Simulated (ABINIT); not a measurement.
# SiC (Moissanite): G0W0 in ABINIT against the plane-wave cutoff

Aim: move the plane-wave cutoff of a G0W0 run on SiC (Moissanite) over a wide range.

Calculated with ABINIT 10.8.3; PBE and many-body steps on it, plane waves.

### Step 1. The starting structure

The structure is hexagonal, space group P6_3mc (No. 186). The conventional cell has a = 3.076 Å, b = 3.076 Å, c = 5.048 Å, α = 90.00°, β = 90.00°, γ = 120.00°. Nearest to Si lie 4 C at 1.87 to 1.94 Å. Nearest to C lie 4 Si at 1.87 to 1.94 Å. Farther neighbours are not listed.

The cell and positions come from the Crystallography Open Database and are kept as given unless a step says otherwise.

### Step 2. Empty states on the mesh, 6×6×4 mesh, 281 bands

This step: ABINIT 10.8.3; DFT, PBE, plane waves, norm-conserving pseudopotentials.

The sums over transitions need many empty states on a uniform mesh; this step solves for them.

run.abi reads:

```
acell 3*1.0 Angstrom
rprim 
  3.075999999976 0.000000000005 0.000000000000
  -1.537999999993 2.663894142018 0.000000000000
  0.000000000000 0.000000000000 5.048000000000
ntypat 2
znucl 14 6
natom 4
typat 1 1 2 2
xred 
  0.333333333333 0.666666666667 0.000000000000
  0.666666666667 0.333333333333 0.500000000000
  0.333333333333 0.666666666667 0.385000000000
  0.666666666667 0.333333333333 0.885000000000
pp_dirpath "pseudos"
pseudos "Si.upf, C.upf"
ecut 37
ngkpt 6 6 4
nshiftk 1
shiftk 0 0 0
kptopt 1
chksymbreak 0
irdden 1
istwfk *1
nband 281
prtvol 0
optdriver 6
gwr_task "HDIAGO"
paral_kgb 0
occopt 1
indata_prefix "in"
outdata_prefix "out"
tmpdata_prefix "tmp"
```

The run is started by

```console
> OMP_NUM_THREADS=1 mpirun -n 4 abinit run.abi > log
```

Numbers of over 12 decimals in the logs are rounded to 6 here.

The log of the run:

```text
.Version 10.8.3 of ABINIT. v10.8.2 released Aug 2026.

 Symmetries : space group P6_3 m c (#186); Bravais hP (primitive hexag.)
[... echo of the input left out ...]
== DATASET  1 ==================================================================
-   mpi_nproc: 4, omp_nthreads: 1 (-1 if OMP is not activated)

--- !DatasetInfo
iteration_state: {dtset: 1, }
dimensions: {natom: 4, nkpt: 21, mband: 281, nsppol: 1, nspinor: 1, nspden: 1, mpw: 3018, }
cutoff_energies: {ecut:  37.0, pawecutdg:  -1.0, }
[...]
Indirect band gap semiconductor
 Fundamental gap:     2.329 (eV)
   VBM:     7.139 (eV) at k: [ 0.0000E+00,  0.0000E+00,  0.0000E+00]
   CBM:     9.468 (eV) at k: [ 3.3333E-01,  3.3333E-01,  0.0000E+00]
 Direct gap:         4.083 (eV) at k: [ 5.0000E-01,  0.0000E+00,  0.0000E+00]

== END DATASET(S) ==============================================================
================================================================================

 -outvars: echo values of variables after computation  --------
           etotal      0.0000000000E+00
            nband         281
             nkpt          21
          spgroup         186
 [... the other variables as echoed above ...]

 Calculation completed.
```

Elapsed: 2 min, on 4 MPI ranks of Arm Neoverse V1, shared host; peak memory 2.2 GiB; 8 min of CPU time.

This step gave:

```yaml
gap: 2.329 eV
k_of_the_valence_top: 0, 0, 0
k_of_the_conduction_bottom: 0.3333, 0.3333, 0
least_direct_gap: 4.083 eV
k_points_computed: 21
lowest_point_of_the_top_converged_band_above_the_valence_top: 180.3663 eV
```

On this mesh the gap is 2.329 eV.

The density comes from a self-consistent run that is not shown.

### Step 3. Empty states on the mesh, 6×6×4 mesh, 83 bands

Changes to run.abi since step 2:

```diff
@@ -16,3 +16,3 @@
 pseudos "Si.upf, C.upf"
-ecut 37
+ecut 22
 ngkpt 6 6 4
@@ -24,3 +24,3 @@
 istwfk *1
-nband 281
+nband 83
 prtvol 0
```

The log of the run:

```text
[banner, memory and clock lines left out]
.Version 10.8.3 of ABINIT. v10.8.2 released Aug 2026.

 Symmetries : space group P6_3 m c (#186); Bravais hP (primitive hexag.)
[... echo of the input left out ...]
== DATASET  1 ==================================================================
-   mpi_nproc: 4, omp_nthreads: 1 (-1 if OMP is not activated)

--- !DatasetInfo
iteration_state: {dtset: 1, }
dimensions: {natom: 4, nkpt: 21, mband: 83, nsppol: 1, nspinor: 1, nspden: 1, mpw: 1398, }
cutoff_energies: {ecut:  22.0, pawecutdg:  -1.0, }
[...]
Integrated=    1.6000E+01

 === KS gaps after direct diagonalization ===
 Indirect band gap semiconductor
 Fundamental gap:     2.303 (eV)
   VBM:     7.178 (eV) at k: [ 0.0000E+00,  0.0000E+00,  0.0000E+00]
   CBM:     9.481 (eV) at k: [ 3.3333E-01,  3.3333E-01,  0.0000E+00]
 Direct gap:         4.057 (eV) at k: [ 5.0000E-01,  0.0000E+00,  0.0000E+00]

== END DATASET(S) ==============================================================

 -outvars: echo values of variables after computation  --------
           etotal      0.0000000000E+00
            nband          83
             nkpt          21
          spgroup         186
 [... the other variables as echoed above ...]

 Calculation completed.
```

The job ended after 18 s (4 MPI ranks; peak memory 0.68 GiB).

Numbers from this step:

* gap: 2.303 eV
* k of the valence top: 0, 0, 0
* k of the conduction bottom: 0.3333, 0.3333, 0
* least direct gap: 4.057 eV
* k points computed: 21
* lowest point of the top converged band, above the valence top: 65.6022 eV

On this mesh the gap is 2.303 eV.

### Step 4. Empty states on the mesh, 6×6×4 mesh, 83 bands

Changes to run.abi since step 3:

```diff
@@ -16,3 +16,3 @@
 pseudos "Si.upf, C.upf"
-ecut 22
+ecut 30
 ngkpt 6 6 4
```

The log of the run:

```text
[banner, memory and clock lines left out]
.Version 10.8.3 of ABINIT. v10.8.2 released Aug 2026.

 Symmetries : space group P6_3 m c (#186); Bravais hP (primitive hexag.)
[... echo of the input left out ...]
== DATASET  1 ==================================================================
-   mpi_nproc: 4, omp_nthreads: 1 (-1 if OMP is not activated)

--- !DatasetInfo
iteration_state: {dtset: 1, }
dimensions: {natom: 4, nkpt: 21, mband: 83, nsppol: 1, nspinor: 1, nspden: 1, mpw: 2208, }
cutoff_energies: {ecut:  30.0, pawecutdg:  -1.0, }
[...]
Integrated=    1.6000E+01

 === KS gaps after direct diagonalization ===
 Indirect band gap semiconductor
 Fundamental gap:     2.325 (eV)
   VBM:     7.144 (eV) at k: [ 0.0000E+00,  0.0000E+00,  0.0000E+00]
   CBM:     9.470 (eV) at k: [ 3.3333E-01,  3.3333E-01,  0.0000E+00]
 Direct gap:         4.080 (eV) at k: [ 5.0000E-01,  0.0000E+00,  0.0000E+00]

== END DATASET(S) ==============================================================

 -outvars: echo values of variables after computation  --------
           etotal      0.0000000000E+00
            nband          83
             nkpt          21
          spgroup         186
 [... the other variables as echoed above ...]

 Calculation completed.
```

The job ended after 55 s (4 MPI ranks; peak memory 1.3 GiB; 3.6 min of CPU time).

Numbers from this step:

| Item | Value |
| --- | --- |
| gap | 2.325 eV |
| k of the valence top | 0, 0, 0 |
| k of the conduction bottom | 0.3333, 0.3333, 0 |
| least direct gap | 4.080 eV |
| k points computed | 21 |
| lowest point of the top converged band, above the valence top | 65.5592 eV |

On this mesh the gap is 2.325 eV.

### Step 5. Empty states on the mesh, 6×6×4 mesh, 81 bands

Changes to run.abi since step 4:

```diff
@@ -16,3 +16,3 @@
 pseudos "Si.upf, C.upf"
-ecut 30
+ecut 46
 ngkpt 6 6 4
@@ -22,10 +22,10 @@
 chksymbreak 0
+iscf -2
 irdden 1
 istwfk *1
-nband 83
+nband 81
+nbdbuf 6
+tolwfr 1e-09
+nstep 60
 prtvol 0
-optdriver 6
-gwr_task "HDIAGO"
-paral_kgb 0
-occopt 1
 indata_prefix "in"
```

The log of the run:

```text
.Version 10.8.3 of ABINIT. v10.8.2 released Aug 2026.

 Symmetries : space group P6_3 m c (#186); Bravais hP (primitive hexag.)
[... echo of the input left out ...]
== DATASET  1 ==================================================================
-   mpi_nproc: 4, omp_nthreads: 1 (-1 if OMP is not activated)

--- !DatasetInfo
iteration_state: {dtset: 1, }
dimensions: {natom: 4, nkpt: 21, mband: 81, nsppol: 1, nspinor: 1, nspden: 1, mpw: 4185, }
cutoff_energies: {ecut:  46.0, pawecutdg:  -1.0, }
[...]
2.47497    2.49802    2.50113    2.50113    2.57580    2.57580    2.58420    2.62557
   2.66674    2.66674    2.71002    2.71002    2.77953    2.80970    2.80970    2.85827
   2.88652
 prteigrs : prtvol=0 or 1, do not print more k-points.

== END DATASET(S) ==============================================================
================================================================================

 -outvars: echo values of variables after computation  --------
            nband          81
             nkpt          21
          spgroup         186
 [... the other variables as echoed above ...]

 Calculation completed.
```

Elapsed: 46 s, on 4 MPI ranks; peak memory 0.37 GiB.

This step gave:

- gap: 2.330 eV
- k of the valence top: 0, 0, 0
- k of the conduction bottom: 0.3333, 0.3333, 0
- least direct gap: 4.083 eV
- k points computed: 21
- lowest point of the top converged band, above the valence top: 65.5471 eV

On this mesh the gap is 2.330 eV.

### Step 6. Screening, 6×6×4 mesh, 75 bands, screening to 163.3 eV

The RPA dielectric matrix is built and inverted for each q.

This step: RPA screening on PBE, plane waves, norm-conserving pseudopotentials.

Changes to run.abi since step 5:

```diff
@@ -16,3 +16,3 @@
 pseudos "Si.upf, C.upf"
-ecut 46
+ecut 22
 ngkpt 6 6 4
@@ -22,10 +22,11 @@
 chksymbreak 0
-iscf -2
-irdden 1
 istwfk *1
-nband 81
-nbdbuf 6
-tolwfr 1e-09
-nstep 60
-prtvol 0
+occopt 1
+irdwfk 1
+optdriver 3
+nband 75
+ecuteps 6
+inclvkb 2
+awtr 1
+symchi 1
 indata_prefix "in"
```

The log of the run:

```text
.Version 10.8.3 of ABINIT. v10.8.2 released Aug 2026.

 Symmetries : space group P6_3 m c (#186); Bravais hP (primitive hexag.)
[... echo of the input left out ...]
== DATASET  1 ==================================================================
-   mpi_nproc: 4, omp_nthreads: 1 (-1 if OMP is not activated)

--- !DatasetInfo
iteration_state: {dtset: 1, }
dimensions: {natom: 4, nkpt: 21, mband: 75, nsppol: 1, nspinor: 1, nspden: 1, mpw: 1398, }
cutoff_energies: {ecut:  22.0, pawecutdg:  -1.0, }
electrons: {nelect:   1.60000000E+01, charge:   0.00000000E+00, occopt:   1.00000000E+00, tsmear:   1.00000000E-02, }

 SCREENING: Calculation of the susceptibility and dielectric matrices

 Based on a program developped by R.W. Godby, V. Olevano, G. Onida, and L. Reining.
 Incorporated in ABINIT by V. Olevano, G.-M. Rignanese, and M. Torrent.
.Using double precision arithmetic ; gwpc =  8

[... cell and pseudopotentials left out ...]
--------------------------------------------------------------------------------

 ==== K-mesh for the wavefunctions ====
 Number of points in the irreducible wedge :    21
[... list of points left out ...]
 Together with 12 symmetry operations and time-reversal symmetry
 yields   144 points in the full Brillouin Zone.

 ==== Q-mesh for the screening function ====
 Number of points in the irreducible wedge :    21
[... list of points left out ...]
 Together with 12 symmetry operations and time-reversal symmetry
 yields   144 points in the full Brillouin Zone.

 setmesh: FFT mesh size selected  =    18x   18x   32
          total number of points  =        10368

 vcoul_init : cutoff-mode = AUXILIARY_FUNCTION
 q-points for optical limit:   1
     1)      0.000010    0.000020    0.000030

- screening: taking advantage of time-reversal symmetry
- Maximum band index for partially occupied states nbvw = 8
- Remaining bands to be divided among processors   nbcw = 67
- Number of bands treated by each node ~16

 Number of electrons calculated from density =   16.0000; Expected =   16.0000
 average of density, n =  0.057319
 r_s =    1.6089
 omega_plasma =   23.0944 [eV]

 calculating chi0 at frequencies [eV] :
  1    0.000000E+00    0.000000E+00
  2    0.000000E+00    2.309436E+01

--------------------------------------------------------------------------------
  q-point number  1        q = ( 0.000000, 0.000000, 0.000000) [r.l.u.]
--------------------------------------------------------------------------------
[... chi0 elements left out ...]
 For q-point:  0.000010 0.000020 0.000030
  dielectric constant =   6.8982
  dielectric constant without local fields =   7.5597

  Average fulfillment of the sum rule on Im[epsilon] for q-point    1 :     77.27  [%]
[... wings left out ...]
  q-point number  2        q = ( 0.166667, 0.000000, 0.000000) [r.l.u.]
--------------------------------------------------------------------------------
[... chi0 elements left out ...]
  Average fulfillment of the sum rule on Im[epsilon] for q-point    2 :     88.08  [%]

 [... 19 further q-points ...]
```

Wall time 48 s (4 MPI ranks); peak memory 0.66 GiB; 3.2 min of CPU time.

This step gave:

```yaml
eps_infinity_with_local_fields_on_this_mesh_along_the_program_s_q_direction: 6.898
the_same_without_local_fields: 7.560
plasma_frequency: 23.09 eV
plane_waves_in_the_screening_matrix: 197
```

Local fields lower ε∞ by 9 %.

### Step 7. 22 Ha

This step: G0W0 on PBE, plane waves, norm-conserving pseudopotentials.

Changes to run.abi since step 6:

```diff
@@ -25,8 +25,19 @@
 irdwfk 1
-optdriver 3
+optdriver 4
 nband 75
+gwcalctyp 0
+ecutsigx 22
+symsigma 1
+nkptgw 3
+kptgw 
+  0.0000000000 0.0000000000 0.0000000000
+  0.3333333333 0.3333333333 0.0000000000
+  0.5000000000 0.0000000000 0.0000000000
+bdgw 
+  6 10
+  7 10
+  7 10
 ecuteps 6
-inclvkb 2
-awtr 1
-symchi 1
+irdscr 1
+ppmodel 1
 indata_prefix "in"
```

The log of the run:

```text
.Version 10.8.3 of ABINIT. v10.8.2 released Aug 2026.

 Symmetries : space group P6_3 m c (#186); Bravais hP (primitive hexag.)
[... echo of the input left out ...]
== DATASET  1 ==================================================================
-   mpi_nproc: 4, omp_nthreads: 1 (-1 if OMP is not activated)

--- !DatasetInfo
iteration_state: {dtset: 1, }
dimensions: {natom: 4, nkpt: 21, mband: 75, nsppol: 1, nspinor: 1, nspden: 1, mpw: 1398, }
cutoff_energies: {ecut:  22.0, pawecutdg:  -1.0, }
electrons: {nelect:   1.60000000E+01, charge:   0.00000000E+00, occopt:   1.00000000E+00, tsmear:   1.00000000E-02, }

 SIGMA: Calculation of the GW corrections

 Based on a program developped by R.W. Godby, V. Olevano, G. Onida, and L. Reining.
 Incorporated in ABINIT by V. Olevano, G.-M. Rignanese, and M. Torrent.
.Using double precision arithmetic ; gwpc =  8

[... cell and pseudopotentials left out ...]
--------------------------------------------------------------------------------

 ==== K-mesh for the wavefunctions ====
 Number of points in the irreducible wedge :    21
[... list of points left out ...]
 Together with 12 symmetry operations and time-reversal symmetry
 yields   144 points in the full Brillouin Zone.

 ==== Q-mesh for screening function ====
 Number of points in the irreducible wedge :    21
[... list of points left out ...]
 Together with 12 symmetry operations and time-reversal symmetry
 yields   144 points in the full Brillouin Zone.

 vcoul_init : cutoff-mode = AUXILIARY_FUNCTION
 q-points for optical limit:   1
     1)      0.000010    0.000020    0.000030
 setmesh: FFT mesh size selected  =    27x   27x   48
          total number of points  =        34992

 Number of electrons calculated from density =   16.0000; Expected =   16.0000
 average of density, n =  0.057319
 r_s =    1.6089
 omega_plasma =   23.0944 [eV]

 === KS Band Gaps ===
  >>>> For spin  1
   Minimum direct gap =   4.0575 [eV], located at k-point      :   0.5000  0.0000  0.0000
   Fundamental gap    =   2.3029 [eV], Top of valence bands at :   0.0000  0.0000  0.0000
                                       Bottom of conduction at :   0.3333  0.3333  0.0000
 SIGMA fundamental parameters:
 PLASMON POLE MODEL  1
 number of plane-waves for SigmaX                 1365
 number of plane-waves for SigmaC and W            197
 number of plane-waves for wavefunctions          1365
 number of bands                                    75
 number of independent spin polarizations            1
 number of spinorial components                      1
 number of k-points in IBZ                          21
 number of q-points in IBZ                          21
 number of symmetry operations                      12
 number of k-points in BZ                          144
 number of q-points in BZ                          144
 number of frequencies for dSigma/dE                 9
 frequency step for dSigma/dE [eV]                0.25
 number of omega for Sigma on real axis              0
 max omega for Sigma on real axis  [eV]           0.00
 zcut for avoiding poles [eV]                     0.10

 EPSILON^-1 parameters (SCR file):
 dimension of the eps^-1 matrix on file            197
 dimension of the eps^-1 matrix used               197
 number of plane-waves for wavefunctions          1365
 number of bands                                    75
 number of q-points in IBZ                          21
 number of frequencies                               2
 number of real frequencies                          1
 number of imag frequencies                          1

 matrix elements of self-energy operator (all in [eV])

 Perturbative Calculation

--- !SelfEnergy_ee
iteration_state: {dtset: 1, }
kpoint     : [   0.000,    0.000,    0.000, ]
spin       : 1
KS_gap     :    4.574
QP_gap     :    5.373
Delta_QP_KS:    0.799
data: !SigmaeeData |
     Band     E0 <VxcDFT>   SigX SigC(E0)      Z dSigC/dE  Sig(E)    E-E0       E
        6   6.902 -15.037 -17.666   2.348   0.795  -0.258 -15.260  -0.223   6.679
        7   6.902 -15.037 -17.666   2.348   0.795  -0.258 -15.260  -0.223   6.679
        8   7.178 -14.863 -17.246   2.131   0.796  -0.256 -15.064  -0.201   6.977
        9  11.752 -12.182  -7.009  -4.432   0.807  -0.239 -11.584   0.598  12.350
       10  13.141 -12.751  -7.231  -4.783   0.796  -0.257 -12.164   0.587  13.728

--- !SelfEnergy_ee
iteration_state: {dtset: 1, }
kpoint     : [   0.333,    0.333,    0.000, ]
spin       : 1
KS_gap     :    6.371
QP_gap     :    7.356
Delta_QP_KS:    0.985
data: !SigmaeeData |
     Band     E0 <VxcDFT>   SigX SigC(E0)      Z dSigC/dE  Sig(E)    E-E0       E
        7   3.109 -12.970 -16.860   3.068   0.783  -0.278 -13.613  -0.643   2.467
[...]
--- !SelfEnergy_ee
iteration_state: {dtset: 1, }
kpoint     : [   0.500,    0.000,    0.000, ]
spin       : 1
KS_gap     :    4.057
QP_gap     :    4.888
Delta_QP_KS:    0.830
data: !SigmaeeData |
     Band     E0 <VxcDFT>   SigX SigC(E0)      Z dSigC/dE  Sig(E)    E-E0       E
[...]
8   5.682 -14.518 -17.663   2.631   0.791  -0.263 -14.924  -0.407   5.275
        9   9.739 -10.593  -6.064  -4.014   0.822  -0.217 -10.170   0.423  10.163
       10  11.362 -11.763  -6.940  -4.072   0.811  -0.233 -11.154   0.609  11.971

== END DATASET(S) ==============================================================
================================================================================

 -outvars: echo values of variables after computation  --------
           etotal      0.0000000000E+00
            nband          75
             nkpt          21
          spgroup         186
 [... the other variables as echoed above ...]

 Calculation completed.
```

Elapsed: 16 s, on 4 MPI ranks; peak memory 0.74 GiB.

Numbers from this step:

| Property | Result |
| --- | --- |
| G0W0 gap on the points computed | 2.846 eV |
| starting gap on the mesh | 2.303 eV |
| k of the valence top | 0, 0, 0 |
| k of the conduction bottom | 0.3333, 0.3333, 0 |
| Z at the valence top | 0.796 |
| Z at the conduction bottom | 0.826 |
| least direct G0W0 gap on the computed points | 4.888 eV |

(Part 1 of 2 ends here.)

[Paths, hosts, dates, memory and timing lines, banners, echoed tables and standing remarks are left out of the program output.]

[Logs are printed without paths, hosts, clocks, repeated set-up lines and the standing remarks that a program may print on its own settings, such as how far it seeks lower states.]

[Runs of the session that timed out or met a known fault of the program may be left out.]

[Hosts, paths, dates, database ids (printed as entryN), source tags and the programs' standing remarks are cut or masked in the printed files.]

[G0W0 gaps are taken among the corrected bands and points alone; a level outside them can change the order at an edge.]

[Where Ansatz stands beside ABINIT at settings called matched, ABINIT's density can come from a denser mesh and the files from another edition; pairs whose starting gaps differed by over 0.03 eV were left out, so agreement reads better than it is.]
